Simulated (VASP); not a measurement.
# Be16H (a cell with a defect) in VASP: further runs, part 2 of 2

VASP 6.6.1. The steps go on from the part before.

### 4 Relaxation of the atoms, PBE+D3(BJ)

The input, INCAR:

```
SYSTEM = Be16H
PREC = Accurate
ENCUT = 520
EDIFF = 1E-6
ISMEAR = 0
SIGMA = 0.1
LREAL = Auto
LASPH = .True.
NELM = 100
ALGO = Fast
ISIF = 2
LWAVE = .False.
LCHARG = .False.
GGA = PE
IVDW = 12
IBRION = 2
NSW = 80
EDIFFG = -0.03
```

The input, KPOINTS:

```
regular mesh
0
Gamma
  5 6 4
  0 0 0
```

The input, POSCAR:

```
Be16H
1.0
   -2.2900000000     -3.9663960000      0.0000000000
    3.4350000000     -1.9831980000      0.0000000000
    0.0000000000      0.0000000000      7.1768600000
Be H
16 1
Direct
    0.7500000000      0.5000000000      0.0000000000
    0.5000000000      0.3333333000      0.2500000000
    0.7500000000      0.5000000000      0.5000000000
    0.5000000000      0.3333333000      0.7500000000
    0.5000000000      0.0000000000      0.0000000000
    0.2500000000      0.8333333000      0.2500000000
    0.5000000000      0.0000000000      0.5000000000
    0.2500000000      0.8333333000      0.7500000000
    0.2500000000      0.5000000000      0.0000000000
    0.0000000000      0.3333333000      0.2500000000
    0.2500000000      0.5000000000      0.5000000000
    0.0000000000      0.3333333000      0.7500000000
    0.0000000000      0.0000000000      0.0000000000
    0.7500000000      0.8333333000      0.2500000000
    0.0000000000      0.0000000000      0.5000000000
    0.7500000000      0.8333333000      0.7500000000
    0.2481785000      0.1614061000      0.6295348000
```

Command:

```bash
$ cat potpaw_PBE.64/Be/POTCAR potpaw_PBE.64/H/POTCAR > POTCAR
$ mpirun -np 1 vasp_std > vasp.out
```

Run time: 7.9 min. Hardware: 1 thread of Intel Xeon 6975P-C (Granite Rapids), shared host; peak memory 0.34 GiB.

Results (log left out):

```
Free energy                  : -67.4936 eV
Energy gained by relaxing    : 4.8 meV/atom
Ionic steps                  : 7
Pressure after relaxing      : -7.4 GPa
Largest force after relaxing : 0.024 eV/Å
Band gap on the k mesh       : none (metal or under the smearing width)
Dispersion energy per atom   : -0.336 eV
```

Forces on the atoms (eV/Å):
```
Be  -0.004  0.002  0.001
Be   0.004 -0.004 -0.003
Be  -0.007  0.003  0.016
Be  -0.002  0.000 -0.002
Be  -0.009  0.003  0.006
Be  -0.009  0.006 -0.003
Be   0.000 -0.002  0.004
Be  -0.004  0.004 -0.007
Be   0.007 -0.003  0.003
Be   0.005  0.000 -0.003
Be   0.009 -0.004  0.007
Be  -0.003  0.003 -0.003
Be  -0.006  0.007  0.006
Be   0.004 -0.002  0.006
Be   0.003  0.001  0.004
Be   0.004 -0.003 -0.011
H    0.008 -0.011 -0.020
```

Stress tensor (GPa, compression positive):
```
-6.63  0.03 -0.01
 0.03 -6.60  0.00
-0.01  0.00 -9.05
```

Step by step:
| step | energy change (eV) | largest force (eV/Å) | pressure (GPa) |
| --- | --- | --- | --- |
| 1 | 0.0000 | 0.6005 | -7.19 |
| 2 | -0.0664 | 0.2013 | -7.38 |
| 3 | -0.0765 | 0.1682 | -7.43 |
| 4 | -0.0803 | 0.0728 | -7.43 |
| 5 | -0.0815 | 0.0496 | -7.43 |
| 6 | -0.0820 | 0.0370 | -7.43 |
| 7 | -0.0822 | 0.0243 | -7.43 |

Final structure:
```
Be H
1.0
    -2.29000   -3.96640    0.00000
     3.43500   -1.98320    0.00000
     0.00000    0.00000    7.17686
Be H
16 1
Cartesian
  0.0067 -3.9699 0.0224
  -0.0009 -2.6501 1.8014
  0.0080 -3.9702 3.5873
  -0.0014 -2.6828 5.4070
  2.2845 -3.9695 7.1728
  2.3041 -2.6522 1.7819
  2.2563 -3.9861 3.5672
  2.2572 -2.6254 5.4074
  1.1302 -1.9745 0.0163
  -1.1400 -4.6234 1.8015
  1.1737 -1.9998 3.5680
  -1.1112 -4.6067 5.4072
  1.1451 -5.9429 7.1728
  1.1372 -4.6226 1.7734
  1.1449 -5.9096 3.5670
  1.1363 -4.6216 5.3868
  -0.0047 -1.3154 4.4926
```

Levels at points of the mesh, in eV from the Fermi level:
```
           k point  band 14  band 15  band 16  band 17  band 18  band 19
(0.00, 0.00, 0.00)    -3.71    -0.05    -0.03     0.30     0.40     0.76
(0.00, 0.50, 0.00)    -3.72    -2.86    -2.65     0.18     0.47     0.65
(0.00, 0.00, 0.50)    -2.25    -2.10    -2.02     0.41     1.33     1.52
(0.00, 0.50, 0.50)    -3.87    -3.67    -3.61     0.79     1.49     1.54
```

### 5 Single point, PBE+D3(BJ)

The input, INCAR:

```
SYSTEM = Be16H
ALGO = Fast ; EDIFF = 1E-6
ENCUT = 520 ; GGA = PE
ISIF = 2 ; ISMEAR = 0
IVDW = 12 ; LASPH = .TRUE.
LCHARG = .FALSE. ; LREAL = Auto
LWAVE = .FALSE. ; NBANDS = 30
NELM = 100 ; PREC = Accurate
SIGMA = 0.1
```

The input, KPOINTS:

```
k-points
0
G
  5 6 4
  0 0 0
```

The input, POSCAR:

```
Be16H
1.0
   -2.2900000000     -3.9663960000      0.0000000000
    3.4350000000     -1.9831980000      0.0000000000
    0.0000000000      0.0000000000      7.1768600000
Be H
16 1
Direct
    0.7498864265      0.5015638768      0.0031877451
    0.5012595099      0.3341261362      0.2510496234
    0.7498913565      0.5018585754      0.5001674827
    0.5073583137      0.3376662411      0.7534246175
    0.5012313564     -0.0013453257     -0.0004684500
    0.2499214241      0.8371426670      0.2482596846
    0.5073707011     -0.0050247728      0.4970604136
    0.2499725445      0.8240402116      0.7533235983
    0.2499152229      0.4955920991      0.0022509844
   -0.0014452207      0.3341090086      0.2510354110
    0.2499782776      0.5087374835      0.4972931059
   -0.0075526209      0.3377986894      0.7534530421
   -0.0014238116     -0.0013279559     -0.0004499182
    0.7498930284      0.8312116550      0.2473114983
   -0.0075364095     -0.0051465438      0.4970393738
    0.7498748429      0.8308990947      0.7503862413
    0.2495838185      0.1661708717      0.6252104681
```

Command:

```bash
$ cat potpaw_PBE.64/Be/POTCAR potpaw_PBE.64/H/POTCAR > POTCAR
$ mpirun -np 1 vasp_std > vasp.out
```

It took 2.9 min on 1 thread of Intel Xeon 6975P-C (Granite Rapids), shared host; peak memory 0.34 GiB.

It converged, with:

* Free energy: -67.4938 eV
* Pressure: -7.4 GPa
* Largest force: 0.008 eV/Å
* Band gap on the k mesh: none (metal or under the smearing width)
* Dispersion energy per atom: -0.336 eV

Forces in eV/Å, atoms in the order of the input:
```
Be   0.003 -0.002  0.002
Be  -0.001  0.005 -0.001
Be   0.003 -0.001 -0.004
Be   0.000 -0.001  0.001
Be   0.004  0.000 -0.002
Be  -0.002  0.002  0.001
Be   0.001 -0.002  0.002
Be  -0.006  0.005 -0.001
Be   0.002 -0.001  0.002
Be  -0.004 -0.002  0.000
Be   0.004 -0.001 -0.003
Be  -0.001  0.001 -0.001
Be   0.001 -0.003 -0.003
Be  -0.004  0.002  0.000
Be   0.004 -0.001  0.003
Be  -0.004  0.002  0.004
H    0.000 -0.003  0.001
```

Stress tensor (GPa, compression positive):
```
-6.65  0.05 -0.01
 0.05 -6.59  0.00
-0.01  0.00 -9.04
```

Levels at points of the mesh, in eV from the Fermi level:
| k point | band 14 | band 15 | band 16 | band 17 | band 18 | band 19 |
| --- | --- | --- | --- | --- | --- | --- |
| (0.00, 0.00, 0.00) | -3.71 | -0.05 | -0.03 | 0.30 | 0.40 | 0.75 |
| (0.00, 0.50, 0.00) | -3.72 | -2.86 | -2.65 | 0.18 | 0.47 | 0.65 |
| (0.00, 0.00, 0.50) | -2.25 | -2.10 | -2.02 | 0.41 | 1.34 | 1.52 |
| (0.00, 0.50, 0.50) | -3.88 | -3.67 | -3.61 | 0.79 | 1.49 | 1.54 |

### 6 Single point, PBE+D3(BJ)

The input, INCAR:

```
SYSTEM = Be16H
PREC     = Accurate       ! precision mode
ENCUT    = 520            ! plane-wave cutoff, eV
EDIFF    = 1E-7           ! SCF threshold, eV
ISMEAR   = 0              ! smearing method
SIGMA    = 0.1            ! smearing width, eV
LREAL    = Auto         
LASPH    = .True.         ! aspherical terms in the spheres
NELM     = 100            ! most SCF steps
ALGO     = Fast           ! electronic algorithm
ISIF     = 2              ! what is computed and relaxed
LWAVE    = .False.        ! write WAVECAR
LCHARG   = .False.        ! write CHGCAR
GGA      = PE             ! functional
IVDW     = 12             ! dispersion correction
NBANDS   = 30             ! bands
```

The input, KPOINTS:

```
Automatic mesh
0
Gamma
  5 6 4
  0 0 0
```

The input, POSCAR:

```
Be16H
1.0
   -2.2900000000     -3.9663960000      0.0000000000
    3.4350000000     -1.9831980000      0.0000000000
    0.0000000000      0.0000000000      7.1768600000
Be H
16 1
Direct
    0.7497956670      0.4993956557      0.0019188057
    0.5010655105      0.3338198018      0.2506296626
    0.7498091232      0.4993193281      0.4990682555
    0.5103333169      0.3372356028      0.7540013321
    0.5014929773     -0.0016774620      0.0010646717
    0.2498211332      0.8388367962      0.2482915927
    0.5062532558     -0.0061455733      0.4960630415
    0.2498542749      0.8223692255      0.7538762077
    0.2498130223      0.4995021313      0.0034148639
   -0.0014254579      0.3338229116      0.2506388588
    0.2498297335      0.5100294293      0.4966538291
   -0.0107672365      0.3373909835      0.7540271093
   -0.0018613477     -0.0016726307      0.0010720566
    0.7498250064      0.8287584467      0.2465409664
   -0.0065798465     -0.0061359093      0.4960902122
    0.7497632045      0.8311253969      0.7493813450
    0.2496183670      0.1716861894      0.6669048860
```

Potentials or basis: VASP PAW PBE potentials, release 64 (Be, H).

Command:

```bash
$ cat potpaw_PBE.64/Be/POTCAR potpaw_PBE.64/H/POTCAR > POTCAR
$ mpirun -np 1 vasp_std > vasp.out
```

OUTCAR:

```text
SYSTEM = Be16H
   PREC = Accurate
   ENCUT = 520
   EDIFF = 1E-7
   ISMEAR = 0
   LREAL = Auto
   LASPH = .True.
   NELM = 100
   ISIF = 2
   GGA = PE
   IVDW = 12
 IVDW          = 12

 ion  position               nearest neighbor table
   1  0.750  0.499  0.002-  12 2.19   4 2.19  14 2.19   2 2.22  10 2.22  16 2.24   5 2.28  13 2.28
                             5 2.29  13 2.29   9 2.29   9 2.29
   2  0.501  0.334  0.251-   9 2.21   3 2.22   1 2.22   7 2.22  11 2.22   5 2.23  14 2.27   6 2.28
                            10 2.28  10 2.30  14 2.30   6 2.31
   3  0.750  0.499  0.499-  10 2.22   2 2.22  16 2.23  12 2.23   4 2.23  14 2.23   7 2.26  15 2.26
                            11 2.29  11 2.29   7 2.29  15 2.29
   4  0.510  0.337  0.754-  17 1.50   1 2.19  12 2.19   5 2.23   3 2.23  16 2.25   9 2.25   8 2.26
                            16 2.29   7 2.30  11 2.30   8 2.37  12 2.39
   5  0.501  0.998  0.001-  14 2.20   6 2.21   4 2.23   8 2.23   2 2.23  16 2.24  13 2.27   1 2.28
                             1 2.29   9 2.29   9 2.30  13 2.31
   6  0.250  0.839  0.248-  13 2.21   5 2.21  11 2.21   9 2.21   7 2.22  15 2.22   2 2.28  10 2.28
                            14 2.29  14 2.29  10 2.31   2 2.31
   7  0.506  0.994  0.496-  14 2.21   6 2.22   2 2.22  16 2.23  15 2.23  11 2.25   3 2.26   3 2.29
                             8 2.29   4 2.30  15 2.35  11 2.36
   8  0.250  0.822  0.754-  17 1.52   9 2.20  11 2.22   5 2.23  13 2.23  12 2.26   4 2.26  16 2.29
                            16 2.29  15 2.29   7 2.29   4 2.37  12 2.37
   9  0.250  0.500  0.003-   8 2.20   6 2.21   2 2.21  10 2.21  12 2.25   4 2.25   5 2.29  13 2.29
                             1 2.29   1 2.29  13 2.30   5 2.30
  10  0.999  0.334  0.251-   9 2.21   3 2.22   1 2.22  15 2.22  11 2.22  13 2.23  14 2.27   6 2.28
                             2 2.28   2 2.30  14 2.30   6 2.31
  11  0.250  0.510  0.497-   6 2.21  10 2.22   2 2.22   8 2.22  15 2.25   7 2.25   3 2.29   3 2.29
                             4 2.30  12 2.30  15 2.36   7 2.36
  12  0.989  0.337  0.754-  17 1.50   1 2.19   4 2.19  13 2.23   3 2.23  16 2.24   9 2.25   8 2.26
                            16 2.29  15 2.30  11 2.30   8 2.37   4 2.39
  13  0.998  0.998  0.001-  14 2.20   6 2.21  12 2.23   8 2.23  10 2.23  16 2.24   5 2.27   1 2.28
                             9 2.29   1 2.29   9 2.30   5 2.31
  14  0.750  0.829  0.247-   1 2.19  13 2.20   5 2.20   7 2.21  15 2.21   3 2.23  10 2.27   2 2.27
                             6 2.29   6 2.29  10 2.30   2 2.30
  15  0.993  0.994  0.496-  14 2.21   6 2.22  10 2.22  16 2.23   7 2.23  11 2.25   3 2.26   3 2.29
                             8 2.29  12 2.30   7 2.35  11 2.36
[... 213 lines left out ...]
 Free energy of the ion-electron system (eV)
  ---------------------------------------------------
  ext. energy  EPLUGINS =         0.00000000
  ---------------------------------------------------
  free energy    TOTEN  =       -61.66303871 eV

  energy without entropy =      -61.65389881  energy(sigma->0) =      -61.65846876

 E-fermi :   7.3546     XC(G=0): -10.5839

 val. band max:        7.3433274503   @ k =   0.0000   0.5000   0.0000
 cond. band min:       7.4191528130   @ k =  -0.2000  -0.1667   0.2500
 fundamental gap:      0.0758253627
 Fermi energy:         7.3545877381

 k-point     1 :       0.0000    0.0000    0.0000
  band No.  band energies     occupation
      1      -5.1310      2.00000
      2      -2.9992      2.00000
      3      -2.1814      2.00000
      4      -0.2210      2.00000
      5       0.9713      2.00000
      6       1.5369      2.00000
[... 733 lines left out ...]
     27      11.9501      0.00000
     28      12.2673      0.00000

 [... further k-points ...]

 [bands above 28 left out]

------------------------ aborting loop because EDIFF is reached ----------------------------------------

 Edisp (eV)   -5.70779

 E8    (eV) :    -1.9581

  FORCE on cell =-STRESS in cart. coord.  units (eV):
  Direction    XX          YY          ZZ          XY          YZ          ZX
  --------------------------------------------------------------------------------------
  -------------------------------------------------------------------------------------
  Total      -5.45796    -5.12408    -6.42357     0.29223    -0.03051     0.05576
  in kB     -67.07259   -62.96958   -78.93891     3.59125    -0.37499     0.68525
  external pressure =      -69.66 kB  Pullay stress =        0.00 kB

 VOLUME and BASIS-vectors are now :
 -----------------------------------------------------------------------------
  energy-cutoff  :      520.00
  volume of cell :      130.38
      direct lattice vectors                 reciprocal lattice vectors
    -2.290000000 -3.966396000  0.000000000    -0.109170306 -0.189088533  0.000000000
     3.435000000 -1.983198000  0.000000000     0.218340611 -0.126059022  0.000000000
     0.000000000  0.000000000  7.176860000     0.000000000  0.000000000  0.139336702

 POSITION                                       TOTAL-FORCE (eV/Angst)
 -----------------------------------------------------------------------------------
     -0.00161     -3.96439      0.01377         0.003766     -0.002484      0.044472
     -0.00077     -2.64945      1.79873        -0.005212      0.003448      0.053235
     -0.00190     -3.96429      3.58174         0.006428     -0.003712      0.051323
     -0.01026     -2.69299      5.41136         0.003570      0.039600      0.072930
      2.28082     -3.96899      0.00764         0.009292      0.002281      0.008932
      2.30931     -2.65447      1.78195         0.003222     -0.001655      0.032713
[... 9 lines left out ...]
      1.13796     -4.62214      5.37820        -0.011152      0.005973      0.037333
      0.01812     -1.33057      4.78628         0.028282     -0.018033     -0.720281
 -----------------------------------------------------------------------------------
    total drift:                               -0.000897     -0.000500     -0.001484

  FREE ENERGIE OF THE ION-ELECTRON SYSTEM (eV)
  ---------------------------------------------------
  free  energy   TOTEN  =       -67.3708295954 eV

  energy  without entropy=      -67.3616897002  energy(sigma->0) =      -67.36625965
```

OSZICAR:

```text
N       E                     dE             d eps       ncg     rms          rms(c)
DAV:   1     0.343866837405E+02    0.34387E+02   -0.12740E+04  3720   0.929E+02
DAV:   2    -0.578938116004E+02   -0.92280E+02   -0.85119E+02  4922   0.170E+02
DAV:   3    -0.621966883701E+02   -0.43029E+01   -0.41934E+01  4848   0.303E+01
DAV:   4    -0.622467555051E+02   -0.50067E-01   -0.49885E-01  4744   0.382E+00
DAV:   5    -0.622472948186E+02   -0.53931E-03   -0.53912E-03  4654   0.311E-01    0.384E+00
RMM:   6    -0.618230256113E+02    0.42427E+00   -0.90817E-02  3821   0.193E+00    0.230E+00
RMM:   7    -0.616653035350E+02    0.15772E+00   -0.11803E-01  4111   0.165E+00    0.336E-01
RMM:   8    -0.616634195329E+02    0.18840E-02   -0.71648E-03  4613   0.551E-01    0.120E-01
RMM:   9    -0.616630330704E+02    0.38646E-03   -0.13758E-03  4340   0.207E-01    0.260E-02
RMM:  10    -0.616630355717E+02   -0.25013E-05   -0.18907E-04  4789   0.649E-02    0.113E-02
RMM:  11    -0.616630381262E+02   -0.25545E-05   -0.28224E-05  4563   0.210E-02    0.302E-03
RMM:  12    -0.616630387078E+02   -0.58159E-06   -0.49716E-06  4671   0.983E-03    0.167E-03
RMM:  13    -0.616630387094E+02   -0.16508E-08   -0.12413E-06  4273   0.381E-03    0.360E-04
RMM:  14    -0.616630387069E+02    0.25752E-08   -0.23510E-07  3371   0.184E-03
   1 F= -.67370830E+02 E0= -.67366260E+02  d E =-.913990E-02
```

stdout:

```text
POSCAR found type information on POSCAR BeH
 POSCAR found :  2 types and      17 ions
 scaLAPACK will be used
 LDA part: xc-table for (Slater+PW92), standard interpolation
 POSCAR, INCAR and KPOINTS ok, starting setup
 FFT: planning ... GRIDC
 FFT: planning ... GRID_SOFT
 FFT: planning ... GRID
 WAVECAR not read
 entering main loop
```

It took 3.1 min on 1 thread of Intel Xeon 6975P-C (Granite Rapids), shared host; peak memory 0.34 GiB.

Results:

* Free energy: -67.3708 eV
* Pressure: -7.0 GPa
* Largest force: 0.721 eV/Å
* Band gap on the k mesh: none (metal or under the smearing width)
* Dispersion energy per atom: -0.336 eV

Forces on the atoms (eV/Å):
```
Be   0.004 -0.002  0.044
Be  -0.005  0.003  0.053
Be   0.006 -0.004  0.051
Be   0.004  0.040  0.073
Be   0.009  0.002  0.009
Be   0.003 -0.002  0.033
Be  -0.026 -0.012  0.050
Be   0.043 -0.024  0.068
Be  -0.028  0.017  0.022
Be  -0.005  0.003  0.053
Be   0.010 -0.006  0.069
Be  -0.033 -0.022  0.073
Be   0.003 -0.009  0.009
Be   0.002 -0.001  0.027
Be  -0.002  0.029  0.049
Be  -0.011  0.006  0.037
H    0.028 -0.018 -0.720
```

Levels at points of the mesh, in eV from the Fermi level:
```
           k point  band 12  band 13  band 14  band 15  band 16  band 17  band 18  band 19  band 20  band 21
(0.00, 0.00, 0.00)    -4.19    -4.07    -3.64    -0.37     0.15     0.37     0.64     0.83     1.07     1.10
(0.00, 0.50, 0.00)    -4.02    -3.67    -3.66    -2.73    -2.58    -0.01     0.69     0.74     0.78     0.94
(0.00, 0.00, 0.50)    -3.56    -2.46    -2.12    -2.02    -1.94     0.38     1.44     1.61     1.75     1.77
(0.00, 0.50, 0.50)    -4.94    -3.83    -3.78    -3.60    -3.55     0.78     1.61     1.65     1.96     2.13
```
